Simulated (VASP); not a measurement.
Wanted: the native input for a VASP 6.6.1 run.

| Property | Result |
| --- | --- |
| Task | relaxation of cell and atoms |
| Functional | RPBE |
| Potentials or basis | VASP PAW PBE potentials, release 64 (Hf_pv) |
| Cutoff | 600 eV |
| k mesh | 12 × 12 × 14 |
| Occupations | gaussian, width 0.1 eV |
| Spin | no spin polarisation |
| Further INCAR settings | ALGO = Fast; EDIFF = 1e-07; IBRION = 2; EDIFFG = -0.005; NSW = 90; ISIF = 3 |

The structure of Hf lies in POSCAR:

```
Hf
1.0
    4.9623295400      0.0000000000      0.0000000000
   -2.4811647700      4.2975034500      0.0000000000
    0.0000000000      0.0000000000      3.0862322500
Hf
3
Direct
    0.6666666700      0.3333333300      0.5000000000
    0.3333333300      0.6666666700      0.5000000000
    0.0000000000      0.0000000000      0.0000000000
```

This isn't the form of Hf at room conditions, which is hcp.

These files were run (other wordings do the same):

INCAR

```
SYSTEM = Hf
ALGO = Fast
EDIFF = 1E-7
EDIFFG = -0.005
ENCUT = 600
GGA = RP
IBRION = 2
ISIF = 3
ISMEAR = 0
LASPH = .TRUE.
LCHARG = .FALSE.
LREAL = .FALSE.
LWAVE = .FALSE.
NELM = 100
NSW = 90
PREC = Accurate
SIGMA = 0.1
```

KPOINTS

```
k-points
0
G
  12 12 14
  0 0 0
```

Potentials or basis: VASP PAW PBE potentials, release 64 (Hf_pv).

Command:

```console
$ cat potpaw_PBE.64/Hf_pv/POTCAR > POTCAR
$ mpirun -np 1 vasp_std > vasp.out
```

Results of the run:

| Property | Result |
| --- | --- |
| Relaxed volume | 22.81 Å³/atom |
| Relaxed cell | a = 5.032 Å, b = 5.032 Å, c = 3.121 Å, α = 90.00°, β = 90.00°, γ = 120.00° |
| Space group after relaxing (to 0.05 Å) | P6/mmm (No. 191) |
| Energy gained by relaxing | 11.5 meV/atom |
| Ionic steps | 9 |
| Pressure after relaxing | 0.0 GPa |
| Band gap on the k mesh | none (metal or under the smearing width) |

Caveat: the PAW data sets were made with another functional, which shifts forces and pressure a little.

Run time: 22 min on 1 thread of Intel(R) Xeon(R) Platinum 8375C CPU @ 2.90GHz (Ice Lake), on a shared host, peak memory 0.35 GiB.
